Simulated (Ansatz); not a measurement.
A run of Ansatz 0.2.0:

File input.yaml:

```yaml
crystal:
  lattice:
    - [3.335484782, 0.0, 0.0]
    - [-1.667742391, 2.8886145552, 0.0]
    - [0.0, 0.0, 23.26371438]
  atoms:
    - { symbol: In, position: [0.66666667, 0.33333334, 0.322390478] }
    - { symbol: In, position: [0.33333333, 0.66666666, 0.440796826] }
    - { symbol: In, position: [0.66666667, 0.33333334, 0.559203174] }
    - { symbol: In, position: [0.33333333, 0.66666666, 0.677609522] }
kpoints:
  mp_grid: { grid: [9, 9, 1] }
  band_path:
    path:
      - [0.0, 0.0, 0.0]
      - [0.5, 0.0, 0.0]
      - [0.3333333333, 0.3333333333, 0.0]
      - [0.0, 0.0, 0.0]
      - [0.0, 0.0, 0.5]
      - [0.5, 0.0, 0.5]
      - [0.3333333333, 0.3333333333, 0.5]
      - [0.0, 0.0, 0.5]
    npoints: 10
scf:
  occupations: { method: fermi_dirac, width: 0.05 }
hamiltonian:
  xc: pbe
  pseudopotentials: { kind: all_electron, lapw: { basis_error: 0.002 } }
output:
  forces: true
  stress: true
  eigenvalues: true
  fatbands: false
  dos: { projected: true, de: 0.2, e_range: [-14, 8] }
  populations: true
```

Potentials or basis: all-electron LAPW, scalar-relativistic.

Command:

```console
$ ansatz run input.yaml --threads 4 --pin off --max-ram 14336MiB --backend cpu --events-out ev --progress --plain --runs-dir out
```

Hardware: 4 threads of AMD EPYC 7B13 (Zen 3), with other jobs on the host.

Problem. Estimate the wall time of this run.

Solution. Run time: 10 s on 4 threads of AMD EPYC 7B13 (Zen 3) (shared host), peak memory 0.49 GiB. Counts: scf iterations 9, plane waves 1001, k points 12, bands 51.
